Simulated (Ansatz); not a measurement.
**17O NMR of the central transition in BaTiO3 at a changed volume**

Cell: a refined structure from the COD, relaxed with PBE at fixed cell and then changed (volume scaled by 0.94, ions relaxed).

```
Ba Ti O
1.0
     3.92422    0.00000    0.00000
     0.00000    3.92422    0.00000
     0.00000    0.00000    3.92422
Ba Ti O
1 1 3
Direct
  0.50000 0.50000 0.50000
  0.00000 0.00000 0.00000
  0.50000 0.00000 0.00000
  0.00000 0.50000 0.00000
  0.00000 0.00000 0.50000
```

Sites (sets of like atoms) are named by element and the number of their first atom in this list.

All values are calculated (Ansatz; DFT, PBE, plane waves and PAW, scalar-relativistic, 420 eV cutoff, Γ-centred 8×8×8 k-points, Fermi–Dirac smearing 0.02 eV), not measured.

17O has I = 5/2 and Q = -25.58 mb (Pyykkö 2018); at 9.4 T its Larmor frequency is ν₀ = 54.3 MHz. Only the quadrupole interaction is simulated: positions count from each site's isotropic chemical shift, and J coupling is left out, as are shift anisotropy and dipolar coupling, which fast spinning averages.

Task: Simulate the second-order pattern (fast magic-angle spinning, Gaussian broadening 0.02 kHz) of site O (2 Ti at 1.96 Å, angle 180°; also 4 Ba at 2.77 Å).

Result: The calculation gives C_Q = -1.27 MHz and η = 0.00, so ν_Q = 0.190 MHz and the centre of gravity lies at -3.26 ppm (-0.177 kHz).

(offset (kHz), height): (-0.4601, 0), (-0.4465, 2), (-0.4330, 5), (-0.4194, 5), (-0.4059, 5), (-0.3923, 6), (-0.3788, 6), (-0.3652, 6), (-0.3517, 6), (-0.3381, 6), (-0.3246, 6), (-0.3110, 7), (-0.2975, 10), (-0.2839, 40), (-0.2704, 80), (-0.2568, 64), (-0.2433, 50), (-0.2298, 44), (-0.2162, 41), (-0.2027, 40), (-0.1891, 39), (-0.1756, 39), (-0.1620, 39), (-0.1485, 41), (-0.1349, 43), (-0.1214, 46), (-0.1078, 51), (-0.0943, 61), (-0.0807, 85), (-0.0672, 100), (-0.0536, 35), (-0.0401, 2)

An axis of threefold or higher order runs through O, so V_zz lies along it and η is zero.

This high-symmetry form of BaTiO3 is unstable when cold, to polar off-centring of Ti. The symmetry of the cell holds that distortion back, wholly or in part, and it would change the field gradients, the more the larger the distortion. At this changed cell the PBE pressure is 14 GPa.

The relaxation (1 step) took 7.2 s of wall time (7.2 s of CPU time) and 0.44 GiB at its peak, on 1 thread of Arm Neoverse V1 (aarch64; 8 cores open to the job, memory cap 3.0 GiB, no GPU), a shared host with a load of 0.7 a core.
